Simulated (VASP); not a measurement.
Input of a VASP 6.6.1 run:

File INCAR:

```
SYSTEM = BN
PREC = Accurate ; ENCUT = 520
EDIFF = 1E-7 ; ISMEAR = -1
SIGMA = 0.05 ; LREAL = .False.
LASPH = .True. ; NELM = 100
ALGO = Normal ; ISIF = 2
LWAVE = .False. ; LCHARG = .True.
GGA = PE ; LELF = .True.
LVHAR = .True. ; NBANDS = 11
```

KPOINTS

```
Automatic mesh
0
Gamma
  13 13 13
  0 0 0
```

The input POSCAR:

```
BN
1.0
    0.0000000000      3.4953158300      2.1660912400
    1.2516321000      0.0000000000      2.1660912400
    1.2516321000      3.4953158300      0.0000000000
N B
1 1
Direct
    0.6666513400      0.6666513400      0.3333486600
    0.0000486500      0.0000486500      0.9999513500
```

Potentials or basis: VASP PAW PBE potentials, release 64 (N, B).

Command:

```bash
$ cat potpaw_PBE.64/N/POTCAR potpaw_PBE.64/B/POTCAR > POTCAR
$ mpirun -np 1 vasp_std > vasp.out
```

Q: Estimate the band gap on the k mesh.

A: 3.90 eV, indirect (least direct gap 4.65 eV).

Q: What does it give for the largest force?

A: 0.010 eV/Å.

Q: Predict the pressure.

A: 3.3 GPa.

Forces in eV/Å, atoms in the order of the input:
```
N    0.000  0.000 -0.010
B    0.000  0.000  0.010
```

Caveat: an odd mesh through Γ misses points on the zone boundary, where band edges often lie.
